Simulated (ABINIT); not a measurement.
FeO:

```xyz
2
Lattice="-1.6021 1.6021 2.0834 1.6021 -1.6021 2.0834 1.6021 1.6021 -2.0834" Properties=species:S:1:pos:R:3 pbc="T T T"
Fe    0.0000    0.0000    0.0000
O     0.0000    0.0000    2.0834
```

The cell comes from a database or a generator and needn't be the stable form of this composition.

Program: ABINIT 10.8.3 (patched build). Alike in all runs: task single point; potentials or basis JTH PAW PBE v2.0; spin collinear, ferromagnetic start; cell as given; k mesh 10 × 10 × 10; cutoff (eV) 844; smearing fermi-dirac 0.05 eV.

Task: Order these runs on this cell by their pressure, lowest first.
A. level revPBE
B. level PW91
C. level WC

Result: C (-16.4 GPa), B (-10.1 GPa), A (-5.9 GPa).

Caveats: the PAW data sets were made with another functional, which shifts forces and pressure a little; a cell with one magnetic atom can't hold antiferromagnetic order, which such compounds often take.
